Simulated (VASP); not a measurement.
# Ge (Fd-3m) in VASP: band structure with PBE0

Aim: the band structure of Ge with PBE0.

Program: VASP 6.6.1. These are calculated values, not measurements. Logs are shortened: lines on timing, memory, paths and dates and some standing lists are left out, and cuts for length are marked.

**What was measured.**

“Electronic and optical properties of SixGe1-x-ySny alloys lattice-matched to Ge”, 2021, arxiv:2109.02782 reports, for a bulk crystal of Ge at 293 K: band gap 0.666 eV (indirect).

The results are compared with them further down.

### 1 Starting point

It takes space group Fd-3m (No. 227, cubic). Conventional cell: a = 5.673 Å, b = 5.673 Å, c = 5.673 Å, α = 90.00°, β = 90.00°, γ = 90.00°. Around Ge (site symmetry -43m) lie 4 Ge at 2.46 Å.

### 2 Band structure, PBE0

File POSCAR:

```
Ge                                      
1.0
   -0.0000000000      2.8367083402      2.8367083402
    2.8367083402      0.0000000000      2.8367083402
    2.8367083402      2.8367083402     -0.0000000000
  Ge            
     2
Direct
     0.0000000000000000    0.0000000000000000    0.0000000000000000
     0.2500000000000000    0.2500000000000000    0.2500000000000000
```

File INCAR.step1:

```
SYSTEM = Ge
PREC = Accurate ; ENCUT = 520
EDIFF = 1E-5 ; ISMEAR = 0
SIGMA = 0.02 ; LREAL = .False.
LASPH = .True. ; NELM = 100
ALGO = Normal ; ISIF = 2
LWAVE = .True. ; LCHARG = .False.
NBANDS = 21 ; KPAR = 4
GGA = PE
```

File INCAR.step2:

```
SYSTEM = Ge
PREC = Accurate ; ENCUT = 520
EDIFF = 1E-7 ; ISMEAR = 0
SIGMA = 0.02 ; LREAL = .False.
LASPH = .True. ; NELM = 100
ALGO = Normal ; ISIF = 2
LWAVE = .False. ; LCHARG = .False.
GGA = PE ; LHFCALC = .True.
AEXX = 0.25 ; PRECFOCK = Fast
HFRCUT = -1 ; NBANDS = 21
KPAR = 4 ; ISTART = 1
```

File KPOINTS:

```
Automatic mesh
0
Gamma
  6 6 6
  0 0 0
```

File KPOINTS_OPT:

```
path GXWKGLUWLK,UX
10
line-mode
reciprocal
 0.0000000000  0.0000000000  0.0000000000  G
 0.5000000000  0.0000000000  0.5000000000  X

 0.5000000000  0.0000000000  0.5000000000  X
 0.5000000000  0.2500000000  0.7500000000  W

 0.5000000000  0.2500000000  0.7500000000  W
 0.3750000000  0.3750000000  0.7500000000  K

 0.3750000000  0.3750000000  0.7500000000  K
 0.0000000000  0.0000000000  0.0000000000  G

 0.0000000000  0.0000000000  0.0000000000  G
 0.5000000000  0.5000000000  0.5000000000  L

 0.5000000000  0.5000000000  0.5000000000  L
 0.6250000000  0.2500000000  0.6250000000  U

 0.6250000000  0.2500000000  0.6250000000  U
 0.5000000000  0.2500000000  0.7500000000  W

 0.5000000000  0.2500000000  0.7500000000  W
 0.5000000000  0.5000000000  0.5000000000  L

 0.5000000000  0.5000000000  0.5000000000  L
 0.3750000000  0.3750000000  0.7500000000  K

 0.6250000000  0.2500000000  0.6250000000  U
 0.5000000000  0.0000000000  0.5000000000  X
```

Potentials or basis: VASP PAW PBE potentials, release 64 (Ge_d).

The run is started by

```sh
cat potpaw_PBE.64/Ge_d/POTCAR > POTCAR
cp INCAR.step1 INCAR
mpirun -np 4 vasp_std > vasp.out
cp INCAR.step2 INCAR
mpirun -np 4 vasp_std > vasp.out
```

OUTCAR:

```text
SYSTEM = Ge
   PREC = Accurate
   ENCUT = 520
   EDIFF = 1E-7
   ISMEAR = 0
   LREAL = .False.
   LASPH = .True.
   NELM = 100
   ISIF = 2
   GGA = PE
   LHFCALC = .True.
   AEXX = 0.25
   PRECFOCK = Fast
   ISTART = 1

 ion  position               nearest neighbor table
   1  0.000  0.000  0.000-   2 2.46   2 2.46   2 2.46   2 2.46
   2  0.250  0.250  0.250-   1 2.46   1 2.46   1 2.46   1 2.46

  LATTYP: Found a face centered cubic cell.
 ALAT       =     5.6734166804

  Lattice vectors:

 A1 = (   0.0000000000,   2.8367083402,   2.8367083402)
 A2 = (   2.8367083402,   0.0000000000,   2.8367083402)
 A3 = (   2.8367083402,   2.8367083402,   0.0000000000)

Analysis of symmetry for initial positions (statically):
=====================================================================
 Subroutine PRICEL returns:
 Original cell was already a primitive cell.

 Routine SETGRP: Setting up the symmetry group for a
 face centered cubic supercell.

 Subroutine GETGRP returns: Found 48 space group operations
 (whereof 24 operations were pure point group operations)
 out of a pool of 48 trial point group operations.

The static configuration has the point symmetry T_d .
 The point group associated with its full space group is O_h .

Analysis of symmetry for dynamics (positions and initial velocities):
=====================================================================
 Subroutine PRICEL returns:
 Original cell was already a primitive cell.

 Routine SETGRP: Setting up the symmetry group for a
 face centered cubic supercell.

 Subroutine GETGRP returns: Found 48 space group operations
 (whereof 24 operations were pure point group operations)
 out of a pool of 48 trial point group operations.

The dynamic configuration has the point symmetry T_d .
 The point group associated with its full space group is O_h .

 Subroutine INISYM returns: Found 48 space group operations
 (whereof 24 operations are pure point group operations),
 and found     1 'primitive' translations

----------------------------------------------------------------------------------------

                                     Primitive cell

  volume of cell :      45.6535

  direct lattice vectors                    reciprocal lattice vectors
     0.000000000  2.836708340  2.836708340    -0.176260630  0.176260630  0.176260630
     2.836708340  0.000000000  2.836708340     0.176260630 -0.176260630  0.176260630
     2.836708340  2.836708340  0.000000000     0.176260630  0.176260630 -0.176260630

  length of vectors
[... 80 lines left out ...]
   ISYM   =      3    0-nonsym 1-usesym 2-fastsym
   POTIM  = 0.5000    time-step for ionic-motion
   TEBEG  =    0.0;   TEEND  =   0.0 temperature during run
   PSTRESS=    0.0 pullay stress
   NELECT =      28.0000    total number of electrons
   NUPDOWN=      -1.0000    fix difference up-down
   EMIN   =  10.00;   EMAX   =-10.00  energy-range for DOS
   EFERMI =   0.00;   METHOD = LEGACY
   ISMEAR =     0;   SIGMA  =   0.02  broadening in eV -4-tet -1-fermi 0-gaus
   EFERMI_NEDOS =   21; number of points for ismear=-14 and -15
   IALGO  =     38    algorithm
   IMIX   =      1    mixing-type and parameters
     AMIX     =   0.40;   BMIX     =  1.00
     AMIX_MAG =   1.60;   BMIX_MAG =  1.00
  volume/ion in A,a.u.               =      22.83       154.04
  Fermi-wavevector in a.u.,A,eV,Ry     =   1.390922  2.628462 26.322708  1.934664
  Thomas-Fermi vector in A             =   2.514811
   LORBIT       =      0    0 simple, 1 ext, 2 COOP (PROOUT), +10 PAW based schemes
   GGA     = PE    functional components
   LHFCALC =     T    Hartree Fock is set to
   PRECFOCK=fast      Normal, Fast or Accurate (Low or Medium for compatibility)
   ENCUT4O =  -1.0   cutoff for four orbital integrals eV
   NKREDX  =     1    reduce k-point grid by
   NKREDY  =     1    reduce k-point grid by
   NKREDZ  =     1    reduce k-point grid by
   AEXX    =    0.2500 exact exchange contribution
   HFSCREEN=    0.0000 screening length (either q_TF or 0.3 A-1)
   HFSCREENC=   0.0000 screening length for correlation (either q_TF or 0.3 A-1)
   ENCUTFOCK=  -1.0 apply spherical cutoff to Coloumb kernel
   IVDW    =     0    specifies the selected vdW correction
   LEPSILON=     F    determine dielectric tensor
   LRPA    =     F    only Hartree local field effects (RPA)
 non-spin polarized calculation
 Gauss-broadening in eV      SIGMA  =   0.02
  energy-cutoff  :      520.00
  volume of cell :       45.65
 maximum number of plane-waves:      1247
 NGX is ok and might be reduce to    30
  NGX = 18; NGY = 18; NGZ = 18

 number of electron      28.0000015 magnetization

 Free energy of the ion-electron system (eV)
  ---------------------------------------------------
  ext. energy  EPLUGINS =         0.00000000
  ---------------------------------------------------
  free energy    TOTEN  =       -11.63427566 eV

  energy without entropy =      -11.63427566  energy(sigma->0) =      -11.63427566

 E-fermi :   4.4930     XC(G=0):  -7.8134

 val. band max:        4.2939985881   @ k =   0.0000   0.0000   0.0000
 cond. band min:       5.6717350687   @ k =   0.0000   0.0000   0.0000
 fundamental gap:      1.3777364806
 Fermi energy:         4.4929975720

 k-point     1 :       0.0000    0.0000    0.0000
  band No.  band energies     occupation
      1     -23.7461      2.00000
      2     -23.7461      2.00000
      3     -23.7461      2.00000
      4     -23.7100      2.00000
      5     -23.7100      2.00000
      6     -23.5058      2.00000
[... 373 lines left out ...]
     20      17.1560      0.00000
     21      19.0248      0.00000

------------------------ aborting loop because EDIFF is reached ----------------------------------------

  FORCE on cell =-STRESS in cart. coord.  units (eV):
  Direction    XX          YY          ZZ          XY          YZ          ZX
  --------------------------------------------------------------------------------------
  -------------------------------------------------------------------------------------
  Total        0.0143637      0.0143637      0.0143637      0.0000000      0.0000000     -0.0000000
  in kB        0.5040824      0.5040824      0.5040824      0.0000000      0.0000000     -0.0000000
  external PRESSURE =       0.5040824 kB  Pullay stress =       0.0000000 kB

 VOLUME and BASIS-vectors are now :
 -----------------------------------------------------------------------------
  energy-cutoff  :      520.00
  volume of cell :       45.65
      direct lattice vectors                 reciprocal lattice vectors
     0.000000000  2.836708340  2.836708340    -0.176260630  0.176260630  0.176260630
     2.836708340  0.000000000  2.836708340     0.176260630 -0.176260630  0.176260630
     2.836708340  2.836708340  0.000000000     0.176260630  0.176260630 -0.176260630

 POSITION                                       TOTAL-FORCE (eV/Angst)
 -----------------------------------------------------------------------------------
      0.00000      0.00000      0.00000         0.000000      0.000000      0.000000
      1.41835      1.41835      1.41835        -0.000000     -0.000000     -0.000000
 -----------------------------------------------------------------------------------
    total drift:                                0.000000      0.000000      0.000000

  FREE ENERGIE OF THE ION-ELECTRON SYSTEM (eV)
  ---------------------------------------------------
  free  energy   TOTEN  =       -11.6342756597 eV

  energy  without entropy=      -11.6342756597  energy(sigma->0) =      -11.63427566
```

Wall time 62 min (4 MPI ranks of Intel Xeon Platinum 8488C (Sapphire Rapids), shared host); peak memory 0.26 GiB.

Results:

| Quantity | Value |
| --- | --- |
| Free energy | -11.6343 eV |
| Pressure | 0.1 GPa |
| Band gap on the k mesh | 1.38 eV, direct |
| Band gap along the path | 1.38 eV, direct |

Levels at the corners of the path, in eV from the valence-band top:
| point | band 10 | band 11 | band 12 | band 13 | band 14 | band 15 | band 16 | band 17 | band 18 | band 19 |
| --- | --- | --- | --- | --- | --- | --- | --- | --- | --- | --- |
| Γ | -27.78 | -14.12 | 0.00 | 0.00 | 0.00 | 1.38 | 3.86 | 3.86 | 3.86 | 7.85 |
| X | -27.75 | -9.80 | -9.80 | -3.40 | -3.40 | 1.91 | 1.91 | 11.44 | 11.44 | 13.46 |
| X | -27.75 | -9.80 | -9.80 | -3.40 | -3.40 | 1.91 | 1.91 | 11.44 | 11.44 | 13.46 |
| W | -27.73 | -9.69 | -9.69 | -4.30 | -4.30 | 5.87 | 5.87 | 6.08 | 6.08 | 12.87 |
| W | -27.73 | -9.69 | -9.69 | -4.30 | -4.30 | 5.87 | 5.87 | 6.08 | 6.08 | 12.87 |
| K | -27.73 | -10.33 | -9.14 | -4.78 | -2.90 | 2.36 | 5.52 | 8.94 | 9.11 | 9.77 |
| K | -27.73 | -10.33 | -9.14 | -4.78 | -2.90 | 2.36 | 5.52 | 8.94 | 9.11 | 9.77 |
| Γ | -27.78 | -14.12 | 0.00 | 0.00 | 0.00 | 1.38 | 3.86 | 3.86 | 3.86 | 7.85 |
| Γ | -27.78 | -14.12 | 0.00 | 0.00 | 0.00 | 1.38 | 3.86 | 3.86 | 3.86 | 7.85 |
| L | -27.76 | -11.80 | -8.39 | -1.55 | -1.55 | 1.39 | 5.12 | 5.12 | 8.58 | 12.21 |
| L | -27.76 | -11.80 | -8.39 | -1.55 | -1.55 | 1.39 | 5.12 | 5.12 | 8.58 | 12.21 |
| U | -27.73 | -10.33 | -9.14 | -4.78 | -2.90 | 2.36 | 5.52 | 8.94 | 9.11 | 9.77 |
| U | -27.73 | -10.33 | -9.14 | -4.78 | -2.90 | 2.36 | 5.52 | 8.94 | 9.11 | 9.77 |
| W | -27.73 | -9.69 | -9.69 | -4.30 | -4.30 | 5.87 | 5.87 | 6.08 | 6.08 | 12.87 |
| W | -27.73 | -9.69 | -9.69 | -4.30 | -4.30 | 5.87 | 5.87 | 6.08 | 6.08 | 12.87 |
| L | -27.76 | -11.80 | -8.39 | -1.55 | -1.55 | 1.39 | 5.12 | 5.12 | 8.58 | 12.21 |
| L | -27.76 | -11.80 | -8.39 | -1.55 | -1.55 | 1.39 | 5.12 | 5.12 | 8.58 | 12.21 |
| K | -27.73 | -10.33 | -9.14 | -4.78 | -2.90 | 2.36 | 5.52 | 8.94 | 9.11 | 9.77 |
| U | -27.73 | -10.33 | -9.14 | -4.78 | -2.90 | 2.36 | 5.52 | 8.94 | 9.11 | 9.77 |
| X | -27.75 | -9.80 | -9.80 | -3.40 | -3.40 | 1.91 | 1.91 | 11.44 | 11.44 | 13.46 |

Caveat: the PAW data sets were made with another functional, which shifts forces and pressure a little.

### 3 How close it comes

Step 2. A measured gap of Ge is 0.666 eV (indirect; 293 K; “Electronic and optical properties of SixGe1-x-ySny alloys lattice-matched to Ge”, 2021, arxiv:2109.02782); the calculated 1.38 eV misses it by +0.71 eV. 3 values of this kind are on record (0.666 to 0.807 eV); this one was drawn at random among those near their median. Spin-orbit coupling on Ge is left out. The value is that of PBE0, without temperature or zero-point motion.
